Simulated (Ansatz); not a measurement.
## Sn: single point with PBE

Sn:

```
Sn
1.0
    -2.02919    2.02919    1.66076
     2.02919   -2.02919    1.66076
     2.02919    2.02919   -1.66076
Sn
1
Direct
  0.00000 0.00000 0.00000
```

This isn't the form of Sn at room conditions, which is tetragonal (white tin).

```json
{
 "Program": "Ansatz 0.2.0",
 "Task": "single point",
 "Functional": "PBE",
 "Potentials or basis": "Ansatz PAW",
 "Cutoff": "420 eV (not typed: the program's choice for these potentials)",
 "k mesh": "10 × 10 × 10",
 "Occupations": "gaussian, width 0.026 eV",
 "Spin": "no spin polarisation"
}
```

```
Pressure               : 0.8 GPa
Band gap on the k mesh : none (metal or under the smearing width)
```

Stress tensor (GPa, compression positive):
```
0.34 0.00 0.00
0.00 0.34 0.00
0.00 0.00 1.77
```

Levels at points of the mesh, in eV from the Fermi level:
| k point | band 5 | band 6 | band 7 | band 8 | band 9 | band 10 |
| --- | --- | --- | --- | --- | --- | --- |
| (0.00, 0.00, 0.00) | -21.31 | -10.98 | 6.83 | 6.83 | 9.40 | 10.30 |
| (0.00, 0.00, -0.50) | -21.27 | -7.21 | -4.61 | 5.85 | 7.82 | 10.43 |
| (0.00, -0.50, 0.00) | -21.26 | -5.70 | -4.09 | 3.14 | 4.40 | 7.25 |
| (-0.50, -0.50, -0.50) | -21.25 | -3.33 | -1.50 | -1.50 | 2.59 | 3.12 |

It took 0.7 s on 2 threads of Arm Neoverse V2, with other jobs on the host, peak memory 0.27 GiB.
